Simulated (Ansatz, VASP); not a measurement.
# Li16H (a cell with a defect): VASP beside Ansatz

```
Li H
1.0
     6.98000    0.00000    0.00000
     0.00000    6.98000    0.00000
     0.00000    0.00000    6.98000
Li H
16 1
Direct
  0.99993 0.01166 0.98897
  0.50059 0.99746 0.99994
  0.00025 0.49838 0.99363
  0.99999 0.01313 0.51425
  0.24981 0.25317 0.25151
  0.50011 0.49616 0.99545
  0.50061 0.99531 0.50058
  0.75039 0.25402 0.25154
  0.00020 0.50221 0.50437
  0.24466 0.75388 0.25022
  0.23804 0.23796 0.74992
  0.50005 0.49569 0.50747
  0.75649 0.75405 0.25017
  0.76330 0.23734 0.74995
  0.24419 0.75028 0.75058
  0.75503 0.74876 0.75052
  0.00069 0.12557 0.75192
```

Alike in both runs: functional r2SCAN; k mesh 2 × 2 × 2; occupations fermi-dirac, width 0.05 eV; no spin polarisation.

Ansatz relaxed the structure, and its values are those at the end. VASP's run is a single point on that final structure, the one shown.

```csv
,VASP,Ansatz
version,VASP 6.6.1,Ansatz 0.2.0
potentials or method,"VASP PAW PBE potentials, release 64 (Li_sv, H)","scalar-relativistic, plane waves, PAW"
plane-wave cutoff (eV),520,500
valence electrons in the cell,49,49
```

VASP gave:

| Property | Result |
| --- | --- |
| rms of the force components (eV/Å) | 0.019 |

Question: What did Ansatz give for the same quantities?

Answer: rms of the force components (eV/Å): 0.013.

Caveats: the k mesh is coarse (spacing up to 0.45 Å⁻¹), so the values aren't converged; the PAW data sets were made with another functional, which shifts forces and pressure a little (VASP).
